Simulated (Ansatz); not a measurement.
# ZrB2 (P6/mmm) in Ansatz: settings compared

One crystal, ZrB2, is run at these levels: BPBE+D3(BJ), r2SCAN+D3(BJ); tasks: relaxation of cell and atoms, single point.

All numbers are computed with Ansatz 0.2.0; they aren't measurements. Logs are shortened: lines on timing, memory, paths and dates and some standing lists are left out, and cuts for length are marked.

## (1) Starting point

The structure is hexagonal, space group P6/mmm (No. 191). The conventional cell has a = 3.170 Å, b = 3.170 Å, c = 3.533 Å, α = 90.00°, β = 90.00°, γ = 120.00°. Zr (site symmetry 6/mmm) has 12 B at 2.54 Å as nearest neighbours. B (site symmetry -6m2) is surrounded by 3 B at 1.83 Å.

## (2) Relaxation of cell and atoms, BPBE+D3(BJ), spin-orbit coupling, no magnetisation

input.yaml

```yaml
crystal:
  lattice:
    - [3.17, 0.0, 0.0]
    - [-1.585, 2.74530053, 0.0]
    - [0.0, 0.0, 3.533]
  atoms:
    - { symbol: Zr, position: [0.0, 0.0, 0.0] }
    - { symbol: B, position: [0.6666666667, 0.3333333333, 0.5] }
    - { symbol: B, position: [0.3333333333, 0.6666666667, 0.5] }
hamiltonian:
  xc: { exchange: b88, correlation: pbe }
  pseudopotentials: { kind: nc_fr }
  dispersion: d3bj
magnetization:
  noncollinear: true
  spin_orbit: true
kpoints:
  mp_grid: { grid: [10, 10, 8] }
scf:
  occupations: { method: fermi_dirac, width: 0.15 }
output:
  forces: true
  stress: true
relax:
  f_tol: 0.01
  max_steps: 40
  cell: { stress_tol: 0.05 }
```

Potentials or basis: PseudoDojo standard (PBE files).

Launch:

```console
$ ansatz run input.yaml --threads 2 --pin off --max-ram 5120MiB --backend cpu --events-out ev --progress --plain --runs-dir out
```

Standard output:

```text
Warning: the engine holds no damping parameters fitted to this dispersion correction and functional, so the run takes those fitted to blyp (hamiltonian.dispersion, under Limitations)
Warning: RAYON_NUM_THREADS=2 ignored (pool sized by the plan → 2); use --threads N
Engine: ansatz 0.2.0, aarch64-unknown-linux-gnu
Pseudopotentials: kind: nc_fr
Pseudopotential: Zr, nc_fr, valence charge 12, recommended cutoff 897.975746 eV (normal), Zr.nc_fr.azcp (PseudoDojo's, or run here from an input of PseudoDojo's: the run reads no file of this project's for it)
Pseudopotential: B, nc_fr, valence charge 3, recommended cutoff 1034.032677 eV (normal), B.nc_fr.azcp (PseudoDojo's, or run here from an input of PseudoDojo's: the run reads no file of this project's for it)
Functional definition: unnamed
  exchange = b88_x
  correlation = pbe_c
non-collinear run that drives no moment, with spin-orbit: no starting moment large enough to seed its density (crystal.atoms[].spin), no starting occupations that ask for one, no magnetisation constraint and no magnetic field, so the semilocal B_xc is pinned to zero
Crystal: 3 atoms, lattice volume = 30.746 Å³
Basis set: ecut = 1034.032677 eV, 2329 PW (Γ), exchange–correlation on 72×72×80 points (8 copies of the dense FFT grid, shifted against one another)
Bands: 26, of which v1, the nominal top of the filled ones, is band 18 counted from 1 (17 counted from 0)
Symmetry: 24 space group operations + 24 with time reversal
Magnetic group: BNS 191.234 (UNI 1464), of the structure as read, at distance tolerance 3.1e-5 Å
k-points: 70 of 800
Projection manifold: j_resolved (fully-relativistic pseudo-atomic orbitals)
Non-local potential: Zr, projectors of the file, l = 0: 2, l = 1: 4, l = 2: 4
Non-local potential: B, projectors of the file, l = 0: 2, l = 1: 4
Initial density: superposition of atomic densities (chi_scale 0.1, normalization cell, long waves kept (reshape's long-wave potential 0.00 eV rms))
Initial wavefunctions: pseudopotential atomic-orbital guess
Functional: x = b88, c = pbe(β = 0.06672455060314922)
SCF iter   1: F=—  HF=-1544.880781 eV  |F-HF|=—  |Δ(HF+E_count)|=         —  Δρ=5.71e-2  dr2=1.87e0  dr2_m=0.00e0 (ungated)  ethr=3.10e-3  |M|=0.00e0 ∫|m|=0.00e0 μB  |m|>n=0.0e0 m-floor=0.0e0 τ_xc=0.0e0  β_m=0.30  ⟨swp⟩=6.3  Hψ=5204  notcnv=0
preconditioner: auto → none  [metal: Δε(μ)=0.101 eV  Ē_g=9.457 eV  σ=0.150 eV  W_gap=0.16  n_scr=8 (ndim 8)  ℏωp=21.2 eV  f_vac=0.000  D(μ)=0.35/eV (n_scr^D=0)  sad-step TF]
SCF iter   2: F=—  HF=-1544.583052 eV  |F-HF|=—  |Δ(HF+E_count)|=   2.98e-1  Δρ=4.01e-2  dr2=9.05e-1  dr2_m=0.00e0 (ungated)  ethr=3.10e-3  |M|=0.00e0 ∫|m|=0.00e0 μB  |m|>n=0.0e0 m-floor=0.0e0 τ_xc=0.0e0  β_m=0.65  ⟨swp⟩=2.7  Hψ=1465  notcnv=0  defer=32
SCF iter   3: F=—  HF=-1544.321304 eV  |F-HF|=—  |Δ(HF+E_count)|=   2.62e-1  Δρ=3.30e-3  dr2=1.26e-3  dr2_m=0.00e0 (ungated)  ethr=3.10e-3  |M|=0.00e0 ∫|m|=0.00e0 μB  |m|>n=0.0e0 m-floor=0.0e0 τ_xc=0.0e0  β_m=0.73  ⟨swp⟩=3.4  Hψ=1775  notcnv=0  defer=34
SCF iter   4: F=—  HF=-1544.321626 eV  |F-HF|=—  |Δ(HF+E_count)|=   3.22e-4  Δρ=7.01e-4  dr2=6.53e-5  dr2_m=0.00e0 (ungated)  ethr=7.00e-6  |M|=0.00e0 ∫|m|=0.00e0 μB  |m|>n=0.0e0 m-floor=0.0e0 τ_xc=0.0e0  β_m=0.78  ⟨swp⟩=2.1  Hψ=1840  notcnv=0  defer=26
SCF iter   5: F=—  HF=-1544.321600 eV  |F-HF|=—  |Δ(HF+E_count)|=   2.59e-5  Δρ=1.36e-4  dr2=4.27e-6  dr2_m=0.00e0 (ungated)  ethr=3.63e-7  |M|=0.00e0 ∫|m|=0.00e0 μB  |m|>n=0.0e0 m-floor=0.0e0 τ_xc=0.0e0  β_m=0.75  ⟨swp⟩=2.0  Hψ=1542  notcnv=0  defer=26
SCF iter   6: F=—  HF=-1544.321599 eV  |F-HF|=—  |Δ(HF+E_count)|=   7.28e-7  Δρ=1.80e-5  dr2=1.11e-7  dr2_m=0.00e0 (ungated)  ethr=2.37e-8  |M|=0.00e0 ∫|m|=0.00e0 μB  |m|>n=0.0e0 m-floor=0.0e0 τ_xc=0.0e0  β_m=0.78  ⟨swp⟩=2.0  Hψ=1503  notcnv=0  defer=26
SCF iter   7: F=-1544.321599 eV  HF=-1544.321599 eV  |F-HF|=1.91e-10  |Δ(HF+E_count)|=   2.62e-8  Δρ=3.07e-6  dr2=6.65e-10  dr2_m=0.00e0 (ungated)  ethr=5.56e-10  |M|=0.00e0 ∫|m|=0.00e0 μB  |m|>n=0.0e0 m-floor=0.0e0 τ_xc=0.0e0  ⟨swp⟩=4.9  Hψ=3246  notcnv=0
SCF 1 converged in 7 iterations: F = -1544.321599 eV  dr2 = 6.65e-10
relax step   1: F+E_penalty+E_count = -1544.32159922 eV  Δ(F+E_penalty+E_count) = +0.000e0 eV  max|allowed force component| = 1.850e-17 eV/Å  Δτ_max = 0.0000 Å  P = -13.065 GPa  Ω = 30.746 Å³  (7 SCF iters, dr2 threshold 1.00e-7 eV, accepted)
[... 57 lines left out ...]
relax step   6: F+E_penalty+E_count = -1544.39168299 eV  Δ(F+E_penalty+E_count) = +4.116e-4 eV  max|allowed force component| = 3.732e-16 eV/Å  Δτ_max = 0.0000 Å  P = -0.019 GPa  Ω = 29.115 Å³  stress off target by 2.02e-2 GPa  SCF on the basis re-selected at this cell (its energy is not comparable with the rows above)  (5 SCF iters)
basis re-selected at this cell: Δ(F+E_penalty+E_count) = +4.116e-4 eV, ΔP = -0.021 GPa vs the last step (what re-selecting the basis moved, of the pressure what is left beyond the Pulay correction that the steps carried, after the strain that the cell walked since its last selection, with what the two solves' SCF thresholds leave and, on support functions, any second-order correction that the steps lacked; it is no measure of the basis error at this ecutwfc). This SCF's stress stands 2.02e-2 GPa from its target on what of the cell is left free (relax.cell.stress_tol is 5.00e-2 GPa) and its largest allowed force component is 3.73e-16 eV/Å (relax.f_tol is 1.00e-2 eV/Å): within both
SCF converged after 5 iterations
Magnetization: |M| = 0.0000 μB,  M = (+0.0000, +0.0000, +0.0000) μB
Absolute magnetization: 0.0000 μB (∫|m|)
  site 0: m = (+0.0000, +0.0000, +0.0000) μB, |m| = 0.0000 μB  (R = 1.03 Å)
  site 1: m = (+0.0000, +0.0000, +0.0000) μB, |m| = 0.0000 μB  (R = 0.74 Å)
  site 2: m = (+0.0000, +0.0000, +0.0000) μB, |m| = 0.0000 μB  (R = 0.74 Å)
Free energy (F): -1544.391683 eV
Harris-Foulkes:  -1544.391683 eV  (|F-HF|=1.55e-11)
Internal energy: -1544.369275 eV  (E = F + TS)
E sigma→0 (E₀):  -1544.380479 eV
Entropy (-TS):   -0.022408 eV (-7.469 meV/atom)
Fermi energy:    16.701219 eV
--- Per-component energies (eV) ---
  E_band       = -7.813095
  E_kinetic    = 511.866481
  E_local      = -678.215813  (includes V_loc(G=0)·N_el)
  E_nonlocal   = 146.443597
  E_hartree    = 161.649112
  E_xc         = -345.026384
  E_vxc        = -311.205677  (∫ρ·V_xc dr)
  E_ewald      = -1338.251629
  E_disp       = -2.834639  (pairwise vdW)
  E_smearing   = -0.022408  (= −TS)
  E_closure    = -0.000000  (closes the sum)
  Σ components = -1544.391683   (vs F -1544.391683, Δ=0.00e0)
--- Forces (eV/Å), atoms counted from 1 ---
  atom   1  Zr     0.00000000     0.00000000     0.00000000
  atom   2  B      0.00000000     0.00000000     0.00000000
  atom   3  B      0.00000000    -0.00000000     0.00000000
  max |Σ_I F_I| component: 7.40e-17 eV/Å
--- Stress (GPa, compression-positive) ---
       -0.020236      -0.000000       0.000000
       -0.000000      -0.020236       0.000000
        0.000000       0.000000      -0.015320
  P = ⅓ Tr σ = -0.0186 GPa (-0.186 kbar)
--- Relaxed structure (5 steps of the walk, 5 accepted, 1 SCFs on fresh bases) ---
  F+E_penalty+E_count = -1544.39168299 eV   max|allowed force component| = 3.732e-16 eV/Å   (the final SCF, on the basis selected at the relaxed cell)
  cell:  # Å, volume = 29.1149 Å³
    - [3.1093833011130236, 0.0, 0.0]
    - [-1.5546916505565118, 2.6928049288669973, 0.0]
    - [0.0, 0.0, 3.4772474928275603]
  atoms:
    - { symbol: Zr, position: [2.1735339793338272e-35, 1.8999960875146608e-35, 0.0] }
    - { symbol: B, position: [0.6666666666666666, 0.33333333333333326, 0.4999999999999999] }
    - { symbol: B, position: [0.33333333333333326, 0.6666666666666665, 0.4999999999999999] }
```

Run time: 49 s. Hardware: 2 threads of Arm Neoverse V2, shared host; peak memory 0.58 GiB.

Results:

| Property | Result |
| --- | --- |
| Free energy | -1544.3917 eV |
| Relaxed volume | 9.70 Å³/atom |
| Relaxed cell | a = 3.109 Å, b = 3.109 Å, c = 3.477 Å, α = 90.00°, β = 90.00°, γ = 120.00° |
| Space group after relaxing (to 0.05 Å) | P6/mmm (No. 191) |
| Energy gained by relaxing | 23.4 meV/atom |
| Ionic steps | 6 |
| Pressure after relaxing | 0.0 GPa |

Step by step:
```csv
step,energy change (eV),largest force (eV/Å),volume (Å³)
1,0.0000,0.0000,30.75
2,-0.0485,0.0000,28.47
3,-0.0692,0.0000,29.13
4,-0.0705,0.0000,29.14
5,-0.0705,0.0000,29.11
6,-0.0701,0.0000,29.11
```

Final structure:
```
CELL_PARAMETERS angstrom
3.10938 0.00000 0.00000
-1.55469 2.69280 0.00000
0.00000 0.00000 3.47725
ATOMIC_POSITIONS crystal
Zr 0.00000 0.00000 0.00000
B 0.66667 0.33333 0.50000
B 0.33333 0.66667 0.50000
```

Caveat: the potentials were made for another functional, which shifts forces and pressure; the plane-wave basis is chosen anew once the cell has moved, so the energies of steps on either side of that aren't comparable; the dispersion damping was fitted for another functional or another form of the correction.

## (3) Single point, r2SCAN+D3(BJ), spin-orbit coupling, no magnetisation (volume scaled by 1.08)

input.yaml

```yaml
crystal:
  lattice:
    - [3.2523742506, 0.0, 0.0]
    - [-1.6261871253, 2.8166387236, 0.0]
    - [0.0, 0.0, 3.6248070118]
  atoms:
    - { symbol: Zr, position: [0.0, 0.0, 0.0] }
    - { symbol: B, position: [0.6666666667, 0.3333333333, 0.5] }
    - { symbol: B, position: [0.3333333333, 0.6666666667, 0.5] }
hamiltonian:
  xc: r2scan
  pseudopotentials: { kind: paw_fr }
  dispersion: d3bj
magnetization:
  noncollinear: true
  spin_orbit: true
kpoints:
  mp_grid: { grid: [10, 10, 8] }
scf:
  occupations: { method: fermi_dirac, width: 0.15 }
output:
  forces: true
  stress: true
  eigenvalues: true
  write_density: true
  write_potential: true
  elf: true
  volumetric_format: npy
```

Potentials or basis: Ansatz PAW.

Launch:

```console
$ ansatz run input.yaml --threads 2 --pin off --max-ram 5120MiB --backend cpu --events-out ev --progress --plain --runs-dir out
```

Standard output:

```text
Warning: the engine holds no damping parameters fitted to this dispersion correction and functional, so the run takes those fitted to r2scan beside the three-body term, which d3bj leaves out (hamiltonian.dispersion, under Limitations)
Warning: RAYON_NUM_THREADS=2 ignored (pool sized by the plan → 2); use --threads N
[... 1 set-up line as earlier in the session ...]
Pseudopotentials: kind: paw_fr
Pseudopotential: Zr, paw_fr, valence charge 12, recommended cutoff 500 eV (meta_gga), Zr.paw.azcp#standard-fr
Pseudopotential: B, paw_fr, valence charge 3, recommended cutoff 500 eV (meta_gga), B.paw.azcp#standard-fr
Functional definition: r2SCAN
  parameter k0 = 0.174
  parameter k1 = 0.065
  parameter a1 = 4.9479
  exchange = r2scan_x(k0 = k0, k1 = k1, a1 = a1)
  correlation = r2scan_c
non-collinear run that drives no moment, with spin-orbit: no starting moment large enough to seed its density (crystal.atoms[].spin), no starting occupations that ask for one, no magnetisation constraint and no magnetic field, so the semilocal B_xc is pinned to zero
Crystal: 3 atoms, lattice volume = 33.206 Å³
Basis set: ecut = 500 eV, 823 PW (Γ), exchange–correlation on 96×96×108 points (64 copies of the dense FFT grid, shifted against one another)
Bands: 26, of which v1, the nominal top of the filled ones, is band 18 counted from 1 (17 counted from 0)
[... 1 set-up line as earlier in the session ...]
Magnetic group: BNS 191.234 (UNI 1464), of the structure as read, at distance tolerance 3.2e-5 Å
k-points: 70 of 800
Projection manifold: j_resolved (fully-relativistic pseudo-atomic orbitals)
Non-local potential: Zr, projectors of the file, l = 0: 3, l = 1: 4, l = 2: 4, l = 3: 4
Non-local potential: B, projectors of the file, l = 0: 2, l = 1: 4, l = 2: 2
PAW form: soft (Blöchl's): semilocal exchange-correlation on the pseudo side does not see the compensation charge
PAW frozen core: Zr, regenerated for the run's functional (the file was generated under x = pbe(κ = 0.804, μ = 0.2195149727645171), c = pbe(β = 0.06672455060314922))
PAW frozen core: B, regenerated for the run's functional (the file was generated under x = pbe(κ = 0.804, μ = 0.2195149727645171), c = pbe(β = 0.06672455060314922))
PAW one-centre angular grid: Zr, 590 points (default); XC on 224 Gauss nodes
PAW one-centre angular grid: B, 302 points (default); XC on 160 Gauss nodes
[... 2 set-up lines as earlier in the session ...]
Functional: x = r2scan, c = r2scan; τ floored in thin density (d = 2e-4 eV/Å³)
SCF iter   1: F=—  HF=-4506.946432 eV  |F-HF|=—  |Δ(HF+E_count)|=         —  Δρ=5.03e-2  dr2=1.49e0  dr2_τ=6.79e-2  dr2_m=0.00e0 (ungated)  ethr=3.10e-3  |M|=0.00e0 ∫|m|=0.00e0 μB  |m|>n=0.0e0 m-floor=0.0e0 τ_xc=0.0e0  β_m=0.30  ⟨swp⟩=4.9  Hψ=4362  notcnv=0
preconditioner: auto → none  [metal: Δε(μ)=0.149 eV  Ē_g=9.507 eV  σ=0.150 eV  W_gap=0.24  n_scr=8 (ndim 8)  ℏωp=20.4 eV  f_vac=0.000  D(μ)=0.34/eV (n_scr^D=0)  sad-step TF]
SCF iter   2: F=—  HF=-4506.878738 eV  |F-HF|=—  |Δ(HF+E_count)|=   6.77e-2  Δρ=3.72e-2  dr2=7.83e-1  dr2_τ=2.07e-3  dr2_m=0.00e0 (ungated)  ethr=3.10e-3  |M|=0.00e0 ∫|m|=0.00e0 μB  |m|>n=0.0e0 m-floor=0.0e0 τ_xc=0.0e0  β_m=0.65  ⟨swp⟩=2.0  Hψ=1436  notcnv=0  defer=24
SCF iter   3: F=—  HF=-4506.691439 eV  |F-HF|=—  |Δ(HF+E_count)|=   1.87e-1  Δρ=3.68e-3  dr2=4.44e-3  dr2_τ=1.76e-4  dr2_m=0.00e0 (ungated)  ethr=3.10e-3  |M|=0.00e0 ∫|m|=0.00e0 μB  |m|>n=0.0e0 m-floor=0.0e0 τ_xc=0.0e0  β_m=0.74  ⟨swp⟩=3.4  Hψ=1854  notcnv=0  defer=24
SCF iter   4: F=—  HF=-4506.694294 eV  |F-HF|=—  |Δ(HF+E_count)|=   2.86e-3  Δρ=1.25e-3  dr2=7.83e-4  dr2_τ=8.50e-6  dr2_m=0.00e0 (ungated)  ethr=2.47e-5  |M|=0.00e0 ∫|m|=0.00e0 μB  |m|>n=0.0e0 m-floor=0.0e0 τ_xc=0.0e0  β_m=0.71  ⟨swp⟩=2.1  Hψ=1807  notcnv=0  defer=14
SCF iter   5: F=—  HF=-4506.694330 eV  |F-HF|=—  |Δ(HF+E_count)|=   3.55e-5  Δρ=3.11e-4  dr2=1.81e-5  dr2_τ=3.12e-7  dr2_m=0.00e0 (ungated)  ethr=4.35e-6  |M|=0.00e0 ∫|m|=0.00e0 μB  |m|>n=0.0e0 m-floor=0.0e0 τ_xc=0.0e0  β_m=0.74  ⟨swp⟩=2.0  Hψ=1263  notcnv=0  defer=14
SCF iter   6: F=—  HF=-4506.694357 eV  |F-HF|=—  |Δ(HF+E_count)|=   2.75e-5  Δρ=8.03e-5  dr2=2.21e-6  dr2_τ=7.94e-9  dr2_m=0.00e0 (ungated)  ethr=1.00e-7  |M|=0.00e0 ∫|m|=0.00e0 μB  |m|>n=0.0e0 m-floor=0.0e0 τ_xc=0.0e0  β_m=0.78  ⟨swp⟩=2.3  Hψ=1529  notcnv=0  defer=14
SCF iter   7: F=-4506.694359 eV  HF=-4506.694359 eV  |F-HF|=4.70e-8  |Δ(HF+E_count)|=   1.67e-6  Δρ=1.33e-5  dr2=5.20e-8  dr2_τ=1.27e-9  dr2_m=0.00e0 (ungated)  ethr=5.56e-10  |M|=0.00e0 ∫|m|=0.00e0 μB  |m|>n=0.0e0 m-floor=0.0e0 τ_xc=0.0e0  ⟨swp⟩=8.1  Hψ=6345  notcnv=0
SCF 1 converged in 7 iterations: F = -4506.694359 eV  dr2 = 5.20e-8
SCF converged after 7 iterations
Magnetization: |M| = 0.0000 μB,  M = (+0.0000, +0.0000, +0.0000) μB
Absolute magnetization: 0.0000 μB (∫|m|)
  site 0: m = (+0.0000, +0.0000, +0.0000) μB, |m| = 0.0000 μB  (R = 1.08 Å)
  site 1: m = (+0.0000, +0.0000, +0.0000) μB, |m| = 0.0000 μB  (R = 0.77 Å)
  site 2: m = (+0.0000, +0.0000, +0.0000) μB, |m| = 0.0000 μB  (R = 0.77 Å)
Free energy (F): -4506.694359 eV
Harris-Foulkes:  -4506.694359 eV  (|F-HF|=4.70e-8)
Internal energy: -4506.669683 eV  (E = F + TS)
E sigma→0 (E₀):  -4506.682021 eV
Entropy (-TS):   -0.024676 eV (-8.225 meV/atom)
Fermi energy:    14.655802 eV
--- Per-component energies (eV) ---
  E_band       = -59.350150
  E_kinetic    = 427.063314
  E_local      = -592.231441  (includes V_loc(G=0)·N_el)
  E_nonlocal   = 99.239472
  E_hartree    = 185.048099
  E_xc         = -218.888065
  E_vxc        = -293.858681  (∫ρ·V_xc dr)
  E_paw        = -3125.289385  (= ΣΔE_a)
  E_vpaw       = -85.791549  (= ΣTr[D̂ρ^β])
  E_aug_tail   = 0.000007  (compensation charges beyond the density's cutoff)
  E_vtau       = 16.128276  (kinetic-family band-sum trace: ∫τ·v_τ [+ j·A + Jᵃ·Aᵃ] dr)
  E_ewald      = -1280.899713
  E_disp       = -0.510108  (pairwise vdW)
  E_core_change = -0.201864  (= ΣΔE_core)
  E_smearing   = -0.024676  (= −TS)
  E_closure    = 0.000000  (closes the sum)
  Σ components = -4506.694359   (vs F -4506.694359, Δ=0.00e0)
--- Forces (eV/Å), atoms counted from 1 ---
  atom   1  Zr    -0.00000000     0.00000000     0.00000000
  atom   2  B      0.00000000     0.00000000     0.00000000
  atom   3  B      0.00000000    -0.00000000     0.00000000
  max |Σ_I F_I| component: 5.55e-17 eV/Å
--- Stress (GPa, compression-positive) ---
      -19.185901       0.000000       0.000000
        0.000000     -19.185901       0.000000
        0.000000       0.000000     -15.673041
  P = ⅓ Tr σ = -18.0149 GPa (-180.149 kbar)
--- Band table (eV; the first three rows and the last of 70) ---
  k-point 0: bands = ["-35.9707", "-35.9707", "-14.3449", "-14.3449", "-12.6923", "-12.6923", "-12.3957", "-12.3957", "1.4366", "1.4366", "12.0467", "12.0467", "12.0693", "12.0693", "12.0735", "12.0735", "12.1866", "12.1866", "17.9133", "17.9133", "17.9795", "17.9795", "18.6899", "18.6899", "18.7791", "18.7791"]
  k-point 1: bands = ["-35.9686", "-35.9686", "-14.3607", "-14.3607", "-12.7160", "-12.7160", "-12.3926", "-12.3926", "1.6416", "1.6416", "10.6841", "10.6841", "12.1909", "12.1909", "12.2169", "12.2169", "13.4953", "13.4953", "17.0128", "17.0128", "17.0686", "17.0686", "18.2465", "18.2465", "18.3349", "18.3349"]
  k-point 2: bands = ["-35.9637", "-35.9637", "-14.4005", "-14.4005", "-12.7697", "-12.7697", "-12.3851", "-12.3851", "2.1924", "2.1924", "9.2457", "9.2457", "12.6097", "12.6097", "12.6328", "12.6328", "14.7999", "14.7999", "15.9384", "15.9384", "15.9818", "15.9818", "17.2084", "17.2084", "17.2918", "17.2918"]
  k-point 69: bands = ["-35.8586", "-35.8586", "-14.6198", "-14.6198", "-12.9635", "-12.9635", "-12.8704", "-12.8704", "5.1463", "5.1463", "6.1557", "6.1557", "9.5704", "9.5704", "11.6889", "11.6889", "11.7922", "11.7922", "18.5019", "18.5019", "19.9745", "19.9745", "20.4201", "20.4201", "20.5103", "20.5103"]
```

v_z.tsv:

```text
# z_ang	v_es[eV]	v_tot[eV]	b_x[eV]	b_y[eV]	b_z[eV]
# format = ansatz-planar-average/11
# xc	r2scan
# density_cutoff_ev	2000
# datasets	Zr=:simpson_from_first_knot:soft:shift=0	B=:simpson_from_first_knot:soft:shift=0
# lattice	3.252374251	0.000000000	0.000000000
# lattice	-1.626187125	2.816638724	0.000000000
# lattice	0.000000000	0.000000000	3.624807012
# sites	3
# site	40	0.000000000	0.000000000	0.000000000
# site	5	1.626187125	0.938879575	1.812403506
# site	5	0.000000000	1.877759149	1.812403506
0.000000	-3.262601e0	-1.747664e1	0.000000e0	0.000000e0	0.000000e0
0.134252	-2.695969e0	-1.685889e1	0.000000e0	0.000000e0	0.000000e0
0.268504	-1.078222e0	-1.504302e1	0.000000e0	0.000000e0	0.000000e0
0.402756	1.370302e0	-1.222451e1	0.000000e0	0.000000e0	0.000000e0
0.537008	4.292830e0	-8.652601e0	0.000000e0	0.000000e0	0.000000e0
0.671261	7.192948e0	-5.106309e0	0.000000e0	0.000000e0	0.000000e0
[... 19 lines left out ...]
3.356303	-1.078222e0	-1.504302e1	0.000000e0	0.000000e0	0.000000e0
3.490555	-2.695969e0	-1.685889e1	0.000000e0	0.000000e0	0.000000e0
```

Run time: 17 s. Hardware: 2 threads of Arm Neoverse V2, shared host; peak memory 0.56 GiB.

Results:

- Free energy: -4506.6944 eV
- Pressure: -18.0 GPa
- Band gap on the k mesh: none (metal or under the smearing width)

Stress tensor (GPa, compression positive):
```
-19.19   0.00   0.00
  0.00 -19.19   0.00
  0.00   0.00 -15.67
```

Levels at points of the mesh, in eV from the Fermi level:
| k point | band 15 | band 16 | band 17 | band 18 | band 19 | band 20 | band 21 | band 22 |
| --- | --- | --- | --- | --- | --- | --- | --- | --- |
| (0.00, 0.00, 0.00) | -2.58 | -2.58 | -2.47 | -2.47 | 3.26 | 3.26 | 3.32 | 3.32 |
| (0.00, 0.00, -0.50) | -0.98 | -0.98 | 0.35 | 0.35 | 0.38 | 0.38 | 0.77 | 0.77 |
| (0.00, -0.50, 0.00) | -3.16 | -3.16 | -2.54 | -2.54 | 2.19 | 2.19 | 2.26 | 2.26 |
| (0.00, -0.50, -0.50) | -4.09 | -4.09 | -2.39 | -2.39 | 3.61 | 3.61 | 3.84 | 3.84 |

Caveat: pairwise dispersion overbinds metals, which lowers pressure and volume; the PAW data sets come from PBE, with cores solved anew for the run's functional, which leaves a small shift of forces and pressure; the dispersion damping was fitted for another functional or another form of the correction.
